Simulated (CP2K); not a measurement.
In:

```
In
1.0
     3.33548    0.00000    0.00000
    -1.66774    2.88861    0.00000
     0.00000    0.00000    5.50914
In
2
Direct
  0.66667 0.33333 0.75000
  0.33333 0.66667 0.25000
```

This isn't the form of In at room conditions, which is tetragonal.

Base run:

| Item | Value |
| --- | --- |
| Program | CP2K 2026.2 |
| Functional | PBE |
| Potentials or basis | POTENTIAL_UZH In GTH-PBE-q13; TZVP-MOLOPT-PBE-GTH basis |
| Density cutoff | 9184 eV |
| k mesh | 9 × 9 × 5 |
| Occupations | fermi-dirac, width 0.05 eV |
| Spin | no spin polarisation |

Its results: band gap on the k mesh none (metal or under the smearing width); pressure 1.8 GPa.

Problem. After a change of settings the same cell gave: band gap on the k mesh none (metal or under the smearing width); pressure -2.2 GPa. Which change was it?
A. functional from PBE to PBEsol
B. functional from PBE to rev-vdW-DF2
C. functional from PBE to LDA
D. functional from PBE to r2SCAN

Solution. C.

LDA binds more tightly than PBE, so the same cell stands under less pressure.

Caveats: the basis of atomic orbitals isn't converged, which shifts pressures, moduli and gaps; the potentials were made for another functional, which shifts forces and pressure (some runs).
